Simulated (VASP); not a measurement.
# Ba (Fm-3m) in VASP: notebook

The runs below take Ba through single point, with PBE.

All numbers are computed with VASP 6.6.1; they aren't measurements. Logs are shortened: lines on timing, memory, paths and dates and some standing lists are left out, and cuts for length are marked.

### 1 The undisturbed crystal

The structure is cubic, space group Fm-3m (No. 225). The conventional cell has a = 6.465 Å, b = 6.465 Å, c = 6.465 Å, α = 90.00°, β = 90.00°, γ = 90.00°.

This isn't the form of Ba at room conditions, which is bcc.

### 2 Single point, PBE (volume scaled by 1.06)

Input file INCAR:

```
PREC     = Accurate       # precision mode
ENCUT    = 520            # plane-wave cutoff, eV
EDIFF    = 1E-7           # SCF threshold, eV
ISMEAR   = -1             # smearing method
SIGMA    = 0.05           # smearing width, eV
LREAL    = False          # projectors in reciprocal space
LASPH    = True           # aspherical terms in the spheres
NELM     = 60             # most SCF steps
ALGO     = Normal         # electronic algorithm
ISIF     = 2              # what is computed and relaxed
LWAVE    = False          # write WAVECAR
LCHARG   = True           # write CHGCAR
GGA      = PE             # functional
LELF     = True           # ELF
LVHAR    = True         
NBANDS   = 11             # bands
```

Input file KPOINTS:

```
regular mesh
0
Gamma
  7 7 7
```

Input file POSCAR:

```
Ba
1.0
    0.0000000000      3.2960666875      3.2960666875
    3.2960666875      0.0000000000      3.2960666875
    3.2960666875      3.2960666875      0.0000000000
Ba
1
Direct
    0.0000000000      0.0000000000      0.0000000000
```

Potentials or basis: VASP PAW PBE potentials, release 64 (Ba_sv).

Started as:

```console
cat potpaw_PBE.64/Ba_sv/POTCAR > POTCAR
mpirun -np 1 vasp_std > vasp.out
```

OUTCAR:

```text
PREC = Accurate
   ENCUT = 520
   EDIFF = 1E-7
   ISMEAR = -1
   LREAL = False
   LASPH = True
   NELM = 60
   ISIF = 2
   GGA = PE

 ion  position               nearest neighbor table
   1  0.000  0.000  0.000-

  LATTYP: Found a face centered cubic cell.
 ALAT       =     6.5921333750

  Lattice vectors:

 A1 = (   0.0000000000,   3.2960666875,   3.2960666875)
 A2 = (   3.2960666875,   0.0000000000,   3.2960666875)
 A3 = (   3.2960666875,   3.2960666875,   0.0000000000)

Analysis of symmetry for initial positions (statically):
=====================================================================
 Subroutine PRICEL returns:
 Original cell was already a primitive cell.

 Routine SETGRP: Setting up the symmetry group for a
 face centered cubic supercell.

 Subroutine GETGRP returns: Found 48 space group operations
 (whereof 48 operations were pure point group operations)
 out of a pool of 48 trial point group operations.

The static configuration has the point symmetry O_h .

Analysis of symmetry for dynamics (positions and initial velocities):
=====================================================================
 Subroutine PRICEL returns:
 Original cell was already a primitive cell.

 Routine SETGRP: Setting up the symmetry group for a
 face centered cubic supercell.

 Subroutine GETGRP returns: Found 48 space group operations
 (whereof 48 operations were pure point group operations)
 out of a pool of 48 trial point group operations.

The dynamic configuration has the point symmetry O_h .

 Subroutine INISYM returns: Found 48 space group operations
 (whereof 48 operations are pure point group operations),
 and found     1 'primitive' translations

----------------------------------------------------------------------------------------

                                     Primitive cell

  volume of cell :      71.6173

  direct lattice vectors                    reciprocal lattice vectors
     0.000000000  3.296066688  3.296066688    -0.151695960  0.151695960  0.151695960
     3.296066688  0.000000000  3.296066688     0.151695960 -0.151695960  0.151695960
     3.296066688  3.296066688  0.000000000     0.151695960  0.151695960 -0.151695960

  length of vectors
     4.661342212  4.661342212  4.661342212     0.262745110  0.262745110  0.262745110

  position of ions in fractional coordinates (direct lattice)
     0.000000000  0.000000000  0.000000000

  ion indices of the primitive-cell ions
   primitive index   ion index
                 1           1

----------------------------------------------------------------------------------------

 KPOINTS: regular mesh

Automatic generation of k-mesh.
 Grid dimensions read from file:
 generate k-points for:    7    7    7

 Generating k-lattice:

  Cartesian coordinates                     Fractional coordinates (reciprocal lattice)
    -0.021670851  0.021670851  0.021670851     0.142857143  0.000000000  0.000000000
     0.021670851 -0.021670851  0.021670851     0.000000000  0.142857143  0.000000000
     0.021670851  0.021670851 -0.021670851     0.000000000  0.000000000  0.142857143

  Length of vectors
     0.037535016  0.037535016  0.037535016

  Shift w.r.t. Gamma in fractional coordinates (k-lattice)
     0.000000000  0.000000000  0.000000000

 Subroutine IBZKPT returns following result:
 ===========================================

 Found     20 irreducible k-points:

 Following reciprocal coordinates:
            Coordinates               Weight
  0.000000  0.000000  0.000000      1.000000
  0.142857  0.000000  0.000000      8.000000
  0.285714  0.000000  0.000000      8.000000
  0.428571  0.000000  0.000000      8.000000
  0.142857  0.142857  0.000000      6.000000
  0.285714  0.142857  0.000000     24.000000
[... 12 lines left out ...]
 -0.428571  0.428571  0.142857     24.000000
 -0.285714  0.428571  0.142857     24.000000
   k-points           NKPTS =     20   k-points in BZ     NKDIM =     20   number of bands    NBANDS=     11
   number of dos      NEDOS =    301   number of ions     NIONS =      1
   total plane-waves  NPLWV =  46656
   dimension x,y,z NGX =    36 NGY =   36 NGZ =   36
   dimension x,y,z NGXF=    72 NGYF=   72 NGZF=   72
   ions per type =               1
   NGX,Y,Z   is equivalent  to a cutoff of  12.84, 12.84, 12.84 a.u.
   NGXF,Y,Z  is equivalent  to a cutoff of  25.68, 25.68, 25.68 a.u.
 SYSTEM =  unknown system
   PREC   = accura    normal or accurate (medium, high low for compatibility)
   ISTART =      0    job   : 0-new  1-cont  2-samecut
   ICHARG =      2    charge: 1-file 2-atom 10-const
   ISPIN  =      1    spin polarized calculation?
   LNONCOLLINEAR =      F non collinear calculations
   LSORBIT =      F    spin-orbit coupling
   LASPH  =      T    aspherical Exc in radial PAW
   ENCUT  =  520.0 eV  38.22 Ry    6.18 a.u.   8.67  8.67  8.67*2*pi/ulx,y,z
   NELM   =     60;   NELMIN=  2; NELMDL= -5     # of ELM steps
   EDIFF  = 0.1E-06   stopping-criterion for ELM
   LREAL  =      F    real-space projection
   EDIFFG = 0.1E-05   stopping-criterion for IOM
   NSW    =      0    number of steps for IOM
   IBRION =     -1    ionic relax: 0-MD 1-quasi-New 2-CG
   NFREE  =      0    steps in history (QN), initial steepest desc. (CG)
   ISIF   =      2    stress and relaxation
   ISYM   =      2    0-nonsym 1-usesym 2-fastsym
   POTIM  = 0.5000    time-step for ionic-motion
   TEBEG  =    0.0;   TEEND  =   0.0 temperature during run
   PSTRESS=    0.0 pullay stress
   NELECT =      10.0000    total number of electrons
   NUPDOWN=      -1.0000    fix difference up-down
   EMIN   =  10.00;   EMAX   =-10.00  energy-range for DOS
   EFERMI =   0.00;   METHOD = LEGACY
   ISMEAR =    -1;   SIGMA  =   0.05  broadening in eV -4-tet -1-fermi 0-gaus
   EFERMI_NEDOS =   21; number of points for ismear=-14 and -15
   IALGO  =     38    algorithm
   IMIX   =      4    mixing-type and parameters
     AMIX     =   0.40;   BMIX     =  1.00
     AMIX_MAG =   1.60;   BMIX_MAG =  1.00
  volume/ion in A,a.u.               =      71.62       483.30
  Fermi-wavevector in a.u.,A,eV,Ry     =   0.849315  1.604973  9.814374  0.721336
  Thomas-Fermi vector in A             =   1.965117
   LORBIT       =      0    0 simple, 1 ext, 2 COOP (PROOUT), +10 PAW based schemes
   GGA     = PE    functional components
   LHFCALC =     F    Hartree Fock is set to
   AEXX    =    0.0000 exact exchange contribution
   IVDW    =     0    specifies the selected vdW correction
   LEPSILON=     F    determine dielectric tensor
   LRPA    =     F    only Hartree local field effects (RPA)
 non-spin polarized calculation
  energy-cutoff  :      520.00
  volume of cell :       71.62
 maximum number of plane-waves:      1948
   NGX = 17   NGY = 17   NGZ = 17

 number of electron      10.0000000 magnetization

 Free energy of the ion-electron system (eV)
  ---------------------------------------------------
  ext. energy  EPLUGINS =         0.00000000
  ---------------------------------------------------
  free energy    TOTEN  =        -1.88225567 eV

  energy without entropy =       -1.86995964  energy(sigma->0) =       -1.87610766

 E-fermi :   1.2924     XC(G=0):  -7.0132

 val. band max:        1.2748875443   @ k =  -0.2857   0.4286   0.1429
 cond. band min:       1.3136759588   @ k =  -0.4286   0.4286   0.0000
 fundamental gap:      0.0387884145
 Fermi energy:         1.2924327796

 k-point     1 :       0.0000    0.0000    0.0000
  band No.  band energies     occupation
      1     -27.8584      2.00000
      2     -12.8674      2.00000
      3     -12.8674      2.00000
      4     -12.8674      2.00000
      5      -1.4317      2.00000
      6       2.9148      0.00000
      7       2.9148      0.00000
      8       2.9148      0.00000
      9       4.2578      0.00000
     10       4.2578      0.00000
     11       6.9837      0.00000

 k-point     2 :       0.1429    0.0000    0.0000
  band No.  band energies     occupation
      1     -27.8542      2.00000
      2     -12.9260      2.00000
      3     -12.8751      2.00000
      4     -12.8751      2.00000
      5      -1.1274      2.00000
      6       2.5761      0.00000
      7       3.0415      0.00000
      8       3.0415      0.00000
      9       4.1162      0.00000
     10       4.1162      0.00000
     11       7.5687      0.00000

 k-point     3 :       0.2857    0.0000    0.0000
  band No.  band energies     occupation
      1     -27.8448      2.00000
      2     -13.0534      2.00000
      3     -12.8922      2.00000
      4     -12.8922      2.00000
      5      -0.3720      2.00000
      6       2.0893      0.00000
      7       3.0245      0.00000
      8       3.0245      0.00000
      9       4.3646      0.00000
     10       4.3646      0.00000
     11       6.8422      0.00000

 k-point     4 :       0.4286    0.0000    0.0000
  band No.  band energies     occupation
      1     -27.8372      2.00000
      2     -13.1519      2.00000
      3     -12.9059      2.00000
      4     -12.9059      2.00000
      5       0.2808      2.00000
      6       1.9874      0.00000
      7       2.8246      0.00000
      8       2.8246      0.00000
      9       5.1079      0.00000
     10       5.1079      0.00000
     11       6.4201      0.00000
[... 183 lines left out ...]
 k-point    18 :      -0.4286    0.2857    0.1429
  band No.  band energies     occupation
      1     -27.8325      2.00000
      2     -13.1088      2.00000
      3     -12.9992      2.00000
      4     -12.9367      2.00000
      5       0.9850      1.99574
      6       1.6197      0.00287
      7       2.1071      0.00000
      8       3.4642      0.00000
      9       4.7359      0.00000
     10       5.6400      0.00000
     11       6.3452      0.00000

 k-point    19 :      -0.4286    0.4286    0.1429
  band No.  band energies     occupation
      1     -27.8300      2.00000
      2     -13.1119      2.00000
      3     -13.0030      2.00000
      4     -12.9689      2.00000
      5       0.9075      1.99909
      6       1.4823      0.04385
      7       2.2661      0.00000
      8       4.0070      0.00000
      9       5.1132      0.00000
     10       5.7849      0.00000
     11       6.3965      0.00000

 k-point    20 :      -0.2857    0.4286    0.1429
  band No.  band energies     occupation
      1     -27.8293      2.00000
      2     -13.0749      2.00000
      3     -13.0569      2.00000
      4     -12.9641      2.00000
      5       1.2749      1.17367
      6       1.5847      0.00576
      7       2.0529      0.00000
      8       3.4687      0.00000
      9       5.2032      0.00000
     10       5.4918      0.00000
     11       6.7244      0.00000

------------------------ aborting loop because EDIFF is reached ----------------------------------------

  FORCE on cell =-STRESS in cart. coord.  units (eV):
  Direction    XX          YY          ZZ          XY          YZ          ZX
  --------------------------------------------------------------------------------------
  -------------------------------------------------------------------------------------
  Total       -0.3264549     -0.3264549     -0.3264549     -0.0000000      0.0000000     -0.0000000
  in kB       -7.3032446     -7.3032446     -7.3032446     -0.0000000      0.0000000     -0.0000000
  external PRESSURE =      -7.3032446 kB  Pullay stress =       0.0000000 kB

 VOLUME and BASIS-vectors are now :
 -----------------------------------------------------------------------------
  energy-cutoff  :      520.00
  volume of cell :       71.62
      direct lattice vectors                 reciprocal lattice vectors
     0.000000000  3.296066688  3.296066688    -0.151695960  0.151695960  0.151695960
     3.296066688  0.000000000  3.296066688     0.151695960 -0.151695960  0.151695960
     3.296066688  3.296066688  0.000000000     0.151695960  0.151695960 -0.151695960

 POSITION                                       TOTAL-FORCE (eV/Angst)
 -----------------------------------------------------------------------------------
      0.00000      0.00000      0.00000         0.000000      0.000000      0.000000
 -----------------------------------------------------------------------------------
    total drift:                               -0.000000      0.000000      0.000000

  FREE ENERGIE OF THE ION-ELECTRON SYSTEM (eV)
  ---------------------------------------------------
  free  energy   TOTEN  =        -1.8822556733 eV

  energy  without entropy=       -1.8699596428  energy(sigma->0) =       -1.87610766
```

Wall time 23 s (1 thread of Intel Xeon Platinum 8488C (Sapphire Rapids), shared host); peak memory 0.2 GiB.

What came out:

```
Free energy            : -1.8823 eV
Pressure               : -0.7 GPa
Band gap on the k mesh : none (metal or under the smearing width)
```

Spin-orbit coupling is left out, which matters for the levels of Ba.

### 3 Single point, PBE (volume scaled by 1.04)

Input file INCAR:

```
PREC = Accurate ; ENCUT = 520
EDIFF = 1E-6 ; ISMEAR = -1
SIGMA = 0.05 ; LREAL = False
LASPH = True ; NELM = 80
ALGO = Normal ; ISIF = 2
LWAVE = False ; LCHARG = False
GGA = PE ; NBANDS = 11
```

Input file KPOINTS:

```
Automatic mesh
0
Gamma
  7 7 7
```

Input file POSCAR:

```
Ba
1.0
    0.0000000000      3.2752049470      3.2752049470
    3.2752049470      0.0000000000      3.2752049470
    3.2752049470      3.2752049470      0.0000000000
Ba
1
Direct
    0.0000000000      0.0000000000      0.0000000000
```

Potentials or basis: VASP PAW PBE potentials, release 64 (Ba_sv).

Started as:

```console
cat potpaw_PBE.64/Ba_sv/POTCAR > POTCAR
mpirun -np 1 vasp_std > vasp.out
```

Wall time 21 s (1 thread of Intel Xeon Platinum 8488C (Sapphire Rapids), shared host); peak memory 0.2 GiB.

It converged, with:

* Free energy: -1.8879 eV
* Pressure: -0.6 GPa
* Band gap on the k mesh: none (metal or under the smearing width)

Levels at points of the mesh, in eV from the Fermi level:
| k point | band 1 | band 2 | band 3 | band 4 | band 5 | band 6 | band 7 | band 8 | band 9 | band 10 |
| --- | --- | --- | --- | --- | --- | --- | --- | --- | --- | --- |
| (0.00, 0.00, 0.00) | -29.11 | -14.11 | -14.11 | -14.11 | -2.73 | 1.65 | 1.65 | 1.65 | 3.02 | 3.02 |

The run has no spin-orbit coupling, so splittings on Ba are missing.
